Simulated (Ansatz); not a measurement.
## Pb: stiffness from a series of strains

```yaml
crystal:
  lattice:
    - [0.00000, 3.43900, 3.43900]
    - [3.43900, 0.00000, 3.43900]
    - [3.43900, 3.43900, 0.00000]
  atoms:
    - { symbol: Pb, position: [0.00000, 0.00000, 0.00000] }
    - { symbol: Pb, position: [0.25000, 0.25000, 0.25000] }
```

Atom numbers follow the list: Pb1, Pb2.

The cell is the one relaxed in the Materials Project (mp-1247117), not relaxed further here; entries there can be hypothetical.

No spin–orbit coupling, which matters for the heavy atoms here.

These are results of DFT, PBE, all-electron LAPW, scalar-relativistic in Ansatz 0.2.0, not measurements.

Numerical set-up: a Γ-centred 8×8×8 k mesh, Fermi–Dirac smearing of 0.05 eV, basis error target 0.25 meV/atom, no spin polarisation.

The strain is applied along the Cartesian axes of the cell as listed (the other components stay zero). Fractional coordinates are held (clamped ions).

σ is the change of stress from the unstrained cell, which is at 2.37 GPa; tension is positive, so slopes are stress–strain coefficients at that pressure. In a metal the k mesh adds noise.

Only quantities that a quadratic follows smoothly over the whole series are listed; rougher ones are left out.

| εzz | σzz (GPa) | σxx (GPa) |
| --- | --- | --- |
| -0.0300 | -1.33 | -1.09 |
| -0.0200 | -0.87 | -0.71 |
| -0.0100 | -0.42 | -0.35 |
| 0.0000 | 0.00 | 0.00 |
| 0.0200 | 0.80 | 0.64 |
| 0.0300 | 1.19 | 0.93 |

Problem. Fit the series and read off the stiffness at zero strain.

Solution. Least-squares fits y = p0 + p1 x + p2 x² to the rows give σzz (GPa): p1 = 41.9, p2 = -80; σxx (GPa): p1 = 33.7, p2 = -87. So C11 = 42 GPa and C12 = 34 GPa, which gives B = (C11 + 2 C12)/3 = 37 GPa.

Problem. One run, at εzz = 0.0100, is withheld. Predict its row.

Solution. The fits give 0.41, 0.33; the run gave 0.40, 0.33.
